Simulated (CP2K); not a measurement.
CdO (Monteponite):

```
Cd O
1.0
     3.32269    0.00000    0.00000
     1.66135    2.87754    0.00000
     1.66135    0.95918    2.71297
Cd O
1 1
Direct
  0.00000 0.00000 0.00000
  0.50000 0.50000 0.50000
```

Base run:

```yaml
Program: CP2K 2026.2
Functional: revPBE
Dispersion: D3
Potentials_or_basis: POTENTIAL_UZH Cd GTH-PBE-q12, O GTH-PBE-q6; TZVP-MOLOPT-PBE-GTH basis
Density_cutoff: 8163 eV
k_mesh: 10 × 10 × 10
Occupations: fermi-dirac, width 0.05 eV
Spin: no spin polarisation
```

Its results: band gap on the k mesh none (metal or under the smearing width); pressure 8.4 GPa.

Question: The run is repeated on the same cell with these changes: dispersion from D3 to D3(BJ)+ATM. What comes out?

Answer: Band gap on the k mesh none (metal or under the smearing width); pressure 3.7 GPa.

Caveats: the potentials were made for another functional, which shifts forces and pressure; the basis of atomic orbitals isn't converged, which shifts pressures, moduli and gaps; pairwise dispersion overbinds metals, which lowers pressure and volume.
